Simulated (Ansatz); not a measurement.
# Does disorder add resistance in series? Ru(0001) layers with 50 % Rh

Two lengths of the disordered region are known. What area resistance does the third give?

How it was computed: Ansatz 0.2.0, plane waves with PAW datasets at their recommended cutoffs (420 eV for most), Fermi-Dirac smearing; ballistic transmission by layer matching. The area resistance is RA = A (h/2e²)(1/T − 1/N), with T the zone-mean transmission per spin and N the lead's channels, both averaged over a few energies near the Fermi level; for magnets each spin is taken apart, with h/e², and the two conduct in parallel. Lateral cell 2x2, PBE, a fresh random draw for each length.

Results; the value marked ? is to be predicted:

| length (Å) | channels N | RA (fΩ m²) |
| --- | --- | --- |
| 4.28 | 5.440 | 0.149 |
| 12.8 | 5.480 | 0.318 |
| 21.4 | 5.500 | ? |

**Fit on the rows shown.**

Ohm's law makes RA linear in the length: the slope is (0.318 − 0.149)/(12.8 − 4.28) = 0.0197 fΩ m² per Å, or 20 µΩ cm. Then 0.318 + 0.0197 × 8.56. Predicted: 0.486 fΩ m².

Check against the run:

0.427 fΩ m², so the prediction is 14 % too high. The three lengths together give 16 µΩ cm. The two increments are 0.17 and 0.11 fΩ m²; with one draw for each length, their difference can't be told from scatter.

Caveats: The scatterers repeat sideways with the small cell. The slope is a raw one; a model of isotropic scattering puts it 1.07 times the bulk value over these lengths. Atoms sit unrelaxed on the host's lattice, and the pair may not mix at random in practice.
